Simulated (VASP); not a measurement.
## Os: phonons with PBE

Os:

```
Os
1.0
     2.73410    0.00000    0.00000
    -1.36705    2.36780    0.00000
     0.00000    0.00000    4.31970
Os
2
Direct
  0.66667 0.33333 0.75000
  0.33333 0.66667 0.25000
```

```
Program                : VASP 6.6.1
Task                   : phonons
Functional             : PBE
Potentials or basis    : VASP PAW PBE potentials, release 64 (Os)
Cutoff                 : 600 eV
k mesh                 : 8 × 8 × 5
Occupations            : fermi-dirac, width 0.05 eV
Spin                   : no spin polarisation
Further INCAR settings : ALGO = Normal; EDIFF = 1e-08; IBRION = 6; POTIM = 0.015; NSW = 1
```

```yaml
Relaxed_volume: 14.26 Å³/atom
Relaxed_cell: a = 2.752 Å, b = 2.752 Å, c = 4.347 Å, α = 90.00°, β = 90.00°, γ = 120.00°
Space_group_after_relaxing_to_0.05_Å: P6_3/mmc (No. 194)
Highest_phonon_frequency_at_Γ: 219 cm⁻¹
```

Step by step:
| step | energy change (eV) | largest force (eV/Å) | pressure (GPa) | volume (Å³) |
| --- | --- | --- | --- | --- |
| 1 | 0.0000 | 0.0000 | 8.36 | 27.96 |
| 2 | 0.2235 | 0.0000 | -27.86 | 31.02 |
| 3 | -0.0140 | 0.0000 | -0.30 | 28.54 |
| 4 | -0.0140 | 0.0000 | -0.01 | 28.52 |
| 5 | -0.0140 | 0.0000 | 0.15 | 28.51 |
| 6 | -0.0140 | 0.0000 | 0.14 | 28.51 |
| 7 | -0.0140 | 0.0000 | 0.14 | 28.51 |
| 8 | -0.0140 | 0.0000 | -0.42 | 28.55 |
| 9 | -0.0140 | 0.0000 | 0.02 | 28.52 |
| 10 | -0.0140 | 0.0000 | 0.00 | 28.52 |

Final structure:
```cif
data_structure
_symmetry_space_group_name_H-M 'P 1'
_symmetry_Int_Tables_number 1
_cell_length_a 2.7524
_cell_length_b 2.7524
_cell_length_c 4.3466
_cell_angle_alpha 90.000
_cell_angle_beta 90.000
_cell_angle_gamma 120.000
_cell_volume 28.52
loop_
_atom_site_label
_atom_site_type_symbol
_atom_site_fract_x
_atom_site_fract_y
_atom_site_fract_z
_atom_site_occupancy
Os1 Os 0.66667 0.33333 0.75000 1
Os2 Os 0.33333 0.66667 0.25000 1
```

Phonon frequencies in cm⁻¹ (negative: imaginary):
```csv
q point,frequencies
"(0.000, 0.000, 0.000)",0 0 0 175 175 219
```

Wall time 4.4 min on 1 thread of Intel(R) Xeon(R) Platinum 8488C (Sapphire Rapids), with other jobs on the host, peak memory 0.19 GiB.

Spin-orbit coupling is left out, which matters for the levels of Os.
